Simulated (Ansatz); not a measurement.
A generator proposed this cell of Si.

```
Si
1.0
    -2.61834    2.61834    2.61834
     2.61834   -2.61834    2.61834
     2.61834    2.61834   -2.61834
Si
3
Cartesian
  2.6183 0.0000 0.0000
  0.0000 2.6183 0.0000
  0.0000 0.0000 2.6183
```

Level of theory: DFT PBE, scalar-relativistic, plane waves, PAW in Ansatz 0.2.0. Plane waves to 420 eV, a k mesh through Γ of 6×6×6 on the computed 3-atom cell and Gaussian smearing (0.10 eV); no spin polarisation.

Energies count from the standard state of Si at the same level.

**Question.** How far from equilibrium is it?

**Answer.** The pressure is -10.0 GPa (it wants to contract), the largest force is 0.00 eV/Å (symmetry fixes the atoms), and the energy is +0.96 eV/atom against the standard state. The shortest distance is 2.62 Å.

**Question.** Is it a good guess?

**Answer.** A fair one: relaxing gains about 0.19 eV/atom (the start's value is from the coarse mesh, so the gain is rough) in 10 ionic steps and ends at +0.76 eV/atom on the finer mesh. The symmetry stays Im-3m (No. 229). The volume per atom shrinks by 21.9 %, from 23.9 to 18.7 Å³. The shortest distance goes from 2.62 Å (Si–Si) to 2.41 Å (Si–Si). Conventional cell: a = 4.823 Å. Around Si lie 4 Si at 2.41 Å.

The last run used a 14×14×14 mesh for its 3-atom cell and Gaussian smearing of 0.10 eV. The relaxation can't lower the symmetry of the start, and the grade says only how near the guess is to its own end. A structure relaxed within its symmetry needn't be a true minimum. Another cell of Si relaxed alike, in P-3m1, lies 0.37 eV/atom lower, so this cell isn't the stable form at this level.
